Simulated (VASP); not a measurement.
# Cu (Cmcm) in VASP: a series of runs

Runs on Cu. Level: LDA. Tasks: equation of state.

Program: VASP 6.6.1. These are calculated values, not measurements. Logs are shortened: lines on timing, memory, paths and dates and some standing lists are left out, and cuts for length are marked.

## Step 1: Starting point

The structure is orthorhombic, space group Cmcm (No. 63). Conventional cell: a = 2.404 Å, b = 7.805 Å, c = 2.445 Å, α = 90.00°, β = 90.00°, γ = 90.00°. Cu (site symmetry m2m) has 10 Cu at 2.40 to 2.50 Å as nearest neighbours.

This isn't the form of Cu at room conditions, which is fcc.

## Step 2: Equation of state, LDA, 11.01 Å³/atom (a relaxed cell with its volume scaled by 0.96)

The input, INCAR:

```
ALGO = Normal
EDIFF = 1E-6
ENCUT = 520
ISIF = 2
ISMEAR = -1
LASPH = True
LCHARG = False
LREAL = False
LWAVE = False
NELM = 100
PREC = Accurate
SIGMA = 0.05
```

The input, KPOINTS:

```
k-points
0
Gamma
  10 10 10
```

The input, POSCAR:

```
Cu                                      
1.0
    1.1857780925     -3.8496614606     -0.0000000000
    1.1857780925      3.8496614606      0.0000000000
    0.0000000000     -0.0000000000      2.4115247090
  Cu            
     2
Direct
     0.8662647271415042    0.1337352728584959    0.7500000000000000
     0.1337352728584959    0.8662647271415042    0.2500000000000000
```

Potentials or basis: VASP PAW LDA potentials, release 64 (Cu).

Launch:

```bash
$ cat potpaw_LDA.64/Cu/POTCAR > POTCAR
$ mpirun -np 1 vasp_std > vasp.out
```

OUTCAR:

```text
EDIFF = 1E-6
   ENCUT = 520
   ISIF = 2
   ISMEAR = -1
   LASPH = True
   LREAL = False
   NELM = 100
   PREC = Accurate

 ion  position               nearest neighbor table
   1  0.866  0.134  0.750-   2 2.39   2 2.39   2 2.46   2 2.46   2 2.46   2 2.46
   2  0.134  0.866  0.250-   1 2.39   1 2.39   1 2.46   1 2.46   1 2.46   1 2.46

  LATTYP: Found a base centered orthorhombic cell.
 ALAT       =     2.3715561850
 B/A-ratio  =     3.2465277314
 C/A-ratio  =     1.0168532899

  Lattice vectors:

 A1 = (   1.1857780925,  -3.8496614606,   0.0000000000)
 A2 = (   1.1857780925,   3.8496614606,   0.0000000000)
 A3 = (   0.0000000000,   0.0000000000,   2.4115247090)

Analysis of symmetry for initial positions (statically):
=====================================================================
 Subroutine PRICEL returns:
 Original cell was already a primitive cell.

 Routine SETGRP: Setting up the symmetry group for a
 base centered orthorhombic supercell.

 Subroutine GETGRP returns: Found  8 space group operations
 (whereof  4 operations were pure point group operations)
 out of a pool of  8 trial point group operations.

The static configuration has the point symmetry C_2h.
 The point group associated with its full space group is D_2h.

Analysis of symmetry for dynamics (positions and initial velocities):
=====================================================================
 Subroutine PRICEL returns:
 Original cell was already a primitive cell.

 Routine SETGRP: Setting up the symmetry group for a
 base centered orthorhombic supercell.

 Subroutine GETGRP returns: Found  8 space group operations
 (whereof  4 operations were pure point group operations)
 out of a pool of  8 trial point group operations.

The dynamic configuration has the point symmetry C_2h.
 The point group associated with its full space group is D_2h.

 Subroutine INISYM returns: Found  8 space group operations
 (whereof  4 operations are pure point group operations),
 and found     1 'primitive' translations

----------------------------------------------------------------------------------------

                                     Primitive cell

  volume of cell :      22.0165

  direct lattice vectors                    reciprocal lattice vectors
     1.185778093 -3.849661461  0.000000000     0.421664056 -0.129881551  0.000000000
     1.185778093  3.849661461  0.000000000     0.421664056  0.129881551  0.000000000
     0.000000000  0.000000000  2.411524709     0.000000000  0.000000000  0.414675411

  length of vectors
     4.028146354  4.028146354  2.411524709     0.441213999  0.441213999  0.414675411

  position of ions in fractional coordinates (direct lattice)
     0.866264727  0.133735273  0.750000000
     0.133735273  0.866264727  0.250000000

  ion indices of the primitive-cell ions
   primitive index   ion index
                 1           1
                 2           2

----------------------------------------------------------------------------------------

 KPOINTS: k-points

Automatic generation of k-mesh.
 Grid dimensions read from file:
 generate k-points for:   10   10   10

 Generating k-lattice:

  Cartesian coordinates                     Fractional coordinates (reciprocal lattice)
     0.042166406 -0.012988155  0.000000000     0.100000000  0.000000000  0.000000000
     0.042166406  0.012988155  0.000000000     0.000000000  0.100000000  0.000000000
     0.000000000  0.000000000  0.041467541     0.000000000  0.000000000  0.100000000

  Length of vectors
     0.044121400  0.044121400  0.041467541

  Shift w.r.t. Gamma in fractional coordinates (k-lattice)
     0.000000000  0.000000000  0.000000000

 Subroutine IBZKPT returns following result:
 ===========================================

 Found    186 irreducible k-points:

 Following reciprocal coordinates:
            Coordinates               Weight
  0.000000  0.000000  0.000000      1.000000
  0.100000  0.000000  0.000000      4.000000
  0.200000  0.000000  0.000000      4.000000
  0.300000  0.000000  0.000000      4.000000
  0.400000  0.000000  0.000000      4.000000
  0.500000  0.000000  0.000000      2.000000
[... 16 lines left out ...]
  0.300000  0.300000  0.000000      2.000000
  0.400000  0.300000  0.000000      4.000000
 [... further k-points ...]
   k-points           NKPTS =    186   k-points in BZ     NKDIM =    186   number of bands    NBANDS=     15
   number of dos      NEDOS =    301   number of ions     NIONS =      2
   total plane-waves  NPLWV =  16200
   dimension x,y,z NGX =    30 NGY =   30 NGZ =   18
   dimension x,y,z NGXF=    60 NGYF=   60 NGZF=   36
   ions per type =               2
   NGX,Y,Z   is equivalent  to a cutoff of  12.38, 12.38, 12.41 a.u.
   NGXF,Y,Z  is equivalent  to a cutoff of  24.76, 24.76, 24.82 a.u.
 SYSTEM =  unknown system
   PREC   = accura    normal or accurate (medium, high low for compatibility)
   ISTART =      0    job   : 0-new  1-cont  2-samecut
   ICHARG =      2    charge: 1-file 2-atom 10-const
   ISPIN  =      1    spin polarized calculation?
   LNONCOLLINEAR =      F non collinear calculations
   LSORBIT =      F    spin-orbit coupling
   LASPH  =      T    aspherical Exc in radial PAW
   ENCUT  =  520.0 eV  38.22 Ry    6.18 a.u.   7.49  7.49  4.48*2*pi/ulx,y,z
   NELM   =    100;   NELMIN=  2; NELMDL= -5     # of ELM steps
   EDIFF  = 0.1E-05   stopping-criterion for ELM
   LREAL  =      F    real-space projection
[... 7 lines left out ...]
   TEBEG  =    0.0;   TEEND  =   0.0 temperature during run
   PSTRESS=    0.0 pullay stress
   NELECT =      22.0000    total number of electrons
   NUPDOWN=      -1.0000    fix difference up-down
   EMIN   =  10.00;   EMAX   =-10.00  energy-range for DOS
   EFERMI =   0.00;   METHOD = LEGACY
   ISMEAR =    -1;   SIGMA  =   0.05  broadening in eV -4-tet -1-fermi 0-gaus
   EFERMI_NEDOS =   21; number of points for ismear=-14 and -15
   IALGO  =     38    algorithm
   IMIX   =      4    mixing-type and parameters
     AMIX     =   0.40;   BMIX     =  1.00
     AMIX_MAG =   1.60;   BMIX_MAG =  1.00
  volume/ion in A,a.u.               =      11.01        74.29
  Fermi-wavevector in a.u.,A,eV,Ry     =   1.636690  3.092896 36.446675  2.678755
  Thomas-Fermi vector in A             =   2.727955
   LORBIT       =      0    0 simple, 1 ext, 2 COOP (PROOUT), +10 PAW based schemes
   GGA     = CA    functional components
   LHFCALC =     F    Hartree Fock is set to
   AEXX    =    0.0000 exact exchange contribution
   IVDW    =     0    specifies the selected vdW correction
   LEPSILON=     F    determine dielectric tensor
   LRPA    =     F    only Hartree local field effects (RPA)
 non-spin polarized calculation
  energy-cutoff  :      520.00
  volume of cell :       22.02
 maximum number of plane-waves:       609
 NGX is ok and might be reduce to    30
   NGX = 15   NGY = 15   NGZ =  9

 number of electron      21.9999997 magnetization

 Free energy of the ion-electron system (eV)
  ---------------------------------------------------
  ext. energy  EPLUGINS =         0.00000000
  ---------------------------------------------------
  free energy    TOTEN  =        -9.07711431 eV

  energy without entropy =       -9.07356317  energy(sigma->0) =       -9.07533874

 E-fermi :   8.2549     XC(G=0): -13.4800

 val. band max:        8.2236539004   @ k =  -0.1000   0.1000   0.5000
 cond. band min:       8.2631461715   @ k =   0.0000   0.0000   0.5000
 fundamental gap:      0.0394922710
 Fermi energy:         8.2549157782

 k-point     1 :       0.0000    0.0000    0.0000
  band No.  band energies     occupation
      1      -1.6393      2.00000
      2       2.7441      2.00000
      3       3.5769      2.00000
      4       4.1182      2.00000
      5       4.8858      2.00000
      6       5.2399      2.00000
      7       5.7056      2.00000
      8       6.0515      2.00000
      9       6.2808      2.00000
     10       6.4412      2.00000
     11       6.7276      2.00000
     12       8.1073      1.90066
     13      13.6324      0.00000
     14      23.5913      0.00000
     15      27.5975      0.00000

 k-point     2 :       0.1000    0.0000    0.0000
  band No.  band energies     occupation
      1      -1.3340      2.00000
      2       2.8583      2.00000
      3       3.6987      2.00000
      4       4.2300      2.00000
      5       4.9230      2.00000
      6       5.2210      2.00000
      7       5.4819      2.00000
      8       5.7100      2.00000
      9       6.1833      2.00000
     10       6.3533      2.00000
     11       6.7230      2.00000
     12       8.6930      0.00031
     13      13.9440      0.00000
     14      24.0238      0.00000
     15      24.1097      0.00000

 k-point     3 :       0.2000    0.0000    0.0000
  band No.  band energies     occupation
      1      -0.4538      2.00000
      2       3.1234      2.00000
      3       3.9978      2.00000
      4       4.4262      2.00000
      5       4.8344      2.00000
      6       5.0170      2.00000
      7       5.2603      2.00000
      8       5.5901      2.00000
      9       5.9355      2.00000
     10       6.1561      2.00000
     11       6.6897      2.00000
     12       9.5690      0.00000
     13      14.9211      0.00000
     14      19.7344      0.00000
     15      21.7530      0.00000

 k-point     4 :       0.3000    0.0000    0.0000
  band No.  band energies     occupation
      1       0.8559      2.00000
      2       3.3367      2.00000
      3       4.0464      2.00000
      4       4.2977      2.00000
      5       4.9769      2.00000
      6       5.1149      2.00000
      7       5.4415      2.00000
      8       5.6334      2.00000
      9       5.7867      2.00000
     10       5.9865      2.00000
     11       6.6167      2.00000
     12      10.1997      0.00000
     13      14.8751      0.00000
     14      17.5997      0.00000
     15      18.7900      0.00000
[... 307 lines left out ...]
 k-point    22 :      -0.2000    0.2000    0.0000
  band No.  band energies     occupation
      1      -1.2158      2.00000
      2       2.6298      2.00000
      3       3.4769      2.00000
      4       4.1859      2.00000
      5       5.0370      2.00000
      6       5.0674      2.00000
      7       5.4660      2.00000
      8       6.2319      2.00000
      9       6.3304      2.00000
     10       6.4912      2.00000
     11       6.5201      2.00000
     12       6.5676      2.00000
     13      16.1902      0.00000
     14      24.2067      0.00000
     15      25.8151      0.00000

 k-point    23 :       0.3000    0.3000    0.0000
  band No.  band energies     occupation
      1       2.6812      2.00000
      2       2.9491      2.00000
      3       4.3113      2.00000
      4       4.5151      2.00000
      5       4.6505      2.00000
      6       5.1611      2.00000
      7       5.4995      2.00000
      8       5.9161      2.00000
      9       6.4127      2.00000
     10       6.6811      2.00000
     11       6.9136      2.00000
     12       7.7150      1.99996
     13      11.1722      0.00000
     14      20.5452      0.00000
     15      20.9305      0.00000

 k-point    24 :       0.4000    0.3000    0.0000
  band No.  band energies     occupation
      1       2.0983      2.00000
      2       2.6196      2.00000
      3       4.1501      2.00000
      4       4.3940      2.00000
      5       4.6162      2.00000
      6       5.3267      2.00000
      7       5.6002      2.00000
      8       5.8389      2.00000
      9       6.0003      2.00000
     10       6.0153      2.00000
     11       6.3573      2.00000
     12       7.0609      2.00000
     13      14.1506      0.00000
     14      22.9426      0.00000
     15      23.5963      0.00000

 [... further k-points ...]
[... 5 lines left out ...]
  --------------------------------------------------------------------------------------
  -------------------------------------------------------------------------------------
  Total        0.9727274      1.0751985      1.0652756      0.0000000      0.0000000      0.0000000
  in kB       70.7870922     78.2440949     77.5219865      0.0000000      0.0000000      0.0000000
  external PRESSURE =      75.5177245 kB  Pullay stress =       0.0000000 kB

 VOLUME and BASIS-vectors are now :
 -----------------------------------------------------------------------------
  energy-cutoff  :      520.00
  volume of cell :       22.02
      direct lattice vectors                 reciprocal lattice vectors
     1.185778093 -3.849661461  0.000000000     0.421664056 -0.129881551  0.000000000
     1.185778093  3.849661461  0.000000000     0.421664056  0.129881551  0.000000000
     0.000000000  0.000000000  2.411524709     0.000000000  0.000000000  0.414675411

 POSITION                                       TOTAL-FORCE (eV/Angst)
 -----------------------------------------------------------------------------------
      1.18578     -2.81999      1.80864         0.000000     -0.044759     -0.000000
      1.18578      2.81999      0.60288         0.000000      0.044759      0.000000
 -----------------------------------------------------------------------------------
    total drift:                               -0.000000     -0.000000      0.000000

  FREE ENERGIE OF THE ION-ELECTRON SYSTEM (eV)
  ---------------------------------------------------
  free  energy   TOTEN  =        -9.0771143076 eV

  energy  without entropy=       -9.0735631723  energy(sigma->0) =       -9.07533874
```

Wall time 36 s (1 thread of Intel Xeon Platinum 8488C (Sapphire Rapids), shared host); peak memory 0.17 GiB.

What came out:

* Free energy: -9.0771 eV
* Pressure: 7.6 GPa
* Largest force: 0.045 eV/Å
* Band gap on the k mesh: none (metal or under the smearing width)

## Step 3: Equation of state, LDA, 11.24 Å³/atom (a relaxed cell with its volume scaled by 0.98)

INCAR is that of step 2.

KPOINTS is that of step 2.

The input, POSCAR:

```
Cu                                      
1.0
    1.1939561309     -3.8762116890     -0.0000000000
    1.1939561309      3.8762116890      0.0000000000
    0.0000000000     -0.0000000000      2.4281564395
  Cu            
     2
Direct
     0.8662647271415042    0.1337352728584959    0.7500000000000000
     0.1337352728584959    0.8662647271415042    0.2500000000000000
```

Potentials or basis: VASP PAW LDA potentials, release 64 (Cu).

Launch:

```bash
$ cat potpaw_LDA.64/Cu/POTCAR > POTCAR
$ mpirun -np 1 vasp_std > vasp.out
```

Wall time 35 s (1 thread of Intel Xeon Platinum 8488C (Sapphire Rapids), shared host); peak memory 0.17 GiB.

Results (log left out):

| Quantity | Value |
| --- | --- |
| Free energy | -9.0929 eV |
| Pressure | 3.5 GPa |
| Largest force | 0.015 eV/Å |
| Band gap on the k mesh | none (metal or under the smearing width) |

## Step 4: Equation of state, LDA, 11.47 Å³/atom

INCAR is that of step 3.

KPOINTS is that of step 3.

The input, POSCAR:

```
Cu                                      
1.0
    1.2020236468     -3.9024031030     -0.0000000000
    1.2020236468      3.9024031030      0.0000000000
    0.0000000000     -0.0000000000      2.4445633996
  Cu            
     2
Direct
     0.8662647271415042    0.1337352728584959    0.7500000000000000
     0.1337352728584959    0.8662647271415042    0.2500000000000000
```

Launch:

```bash
$ cat potpaw_LDA.64/Cu/POTCAR > POTCAR
$ mpirun -np 1 vasp_std > vasp.out
```

It took 35 s on 1 thread of Intel Xeon Platinum 8488C (Sapphire Rapids), shared host; peak memory 0.17 GiB.

It converged, with:

```yaml
Free_energy: -9.0977 eV
Pressure: -0.1 GPa
Largest_force: 0.012 eV/Å
Band_gap_on_the_k_mesh: none (metal or under the smearing width)
```

## Step 5: Equation of state, LDA, 11.70 Å³/atom (a relaxed cell with its volume scaled by 1.02)

INCAR is that of step 4.

KPOINTS is that of step 4.

The input, POSCAR:

```
Cu                                      
1.0
    1.2099843003     -3.9282475853     -0.0000000000
    1.2099843003      3.9282475853      0.0000000000
    0.0000000000     -0.0000000000      2.4607530330
  Cu            
     2
Direct
     0.8662647271415042    0.1337352728584959    0.7500000000000000
     0.1337352728584959    0.8662647271415042    0.2500000000000000
```

Launch:

```bash
$ cat potpaw_LDA.64/Cu/POTCAR > POTCAR
$ mpirun -np 1 vasp_std > vasp.out
```

Wall time 28 s (1 thread of Intel Xeon Platinum 8488C (Sapphire Rapids), shared host); peak memory 0.17 GiB.

It converged, with:

```yaml
Free_energy: -9.0929 eV
Pressure: -3.3 GPa
Largest_force: 0.037 eV/Å
Band_gap_on_the_k_mesh: none (metal or under the smearing width)
```

## Step 6: Equation of state, LDA, 11.93 Å³/atom (a relaxed cell with its volume scaled by 1.04)

INCAR is that of step 5.

KPOINTS is that of step 5.

The input, POSCAR:

```
Cu                                      
1.0
    1.2178415614     -3.9537564013     -0.0000000000
    1.2178415614      3.9537564013      0.0000000000
    0.0000000000     -0.0000000000      2.4767323965
  Cu            
     2
Direct
     0.8662647271415042    0.1337352728584959    0.7500000000000000
     0.1337352728584959    0.8662647271415042    0.2500000000000000
```

Potentials or basis: VASP PAW LDA potentials, release 64 (Cu).

Launch:

```bash
$ cat potpaw_LDA.64/Cu/POTCAR > POTCAR
$ mpirun -np 1 vasp_std > vasp.out
```

Wall time 28 s (1 thread of Intel Xeon Platinum 8488C (Sapphire Rapids), shared host); peak memory 0.17 GiB.

The run converged. Its results:

- Free energy: -9.0795 eV
- Pressure: -6.1 GPa
- Largest force: 0.060 eV/Å
- Band gap on the k mesh: none (metal or under the smearing width)

## Step 7: Equation of state, LDA

This step only gathers the single runs of the series.

Results:

```
Equilibrium volume                        : 11.46 Å³/atom
Bulk modulus at fixed shape and positions : 169 GPa
Pressure derivative of the bulk modulus   : 5.1 (rough: it moves with the points fitted)
```

Energy against volume, from the lowest point:
```csv
volume (Å³/atom),energy (meV/atom)
11.008,10.32
11.238,2.43
11.467,0.00
11.696,2.42
11.926,9.12
```

Caveat: the cell was scaled at fixed shape and fractional positions, which overstates the stiffness of a crystal with free parameters, most of all of layers and chains.
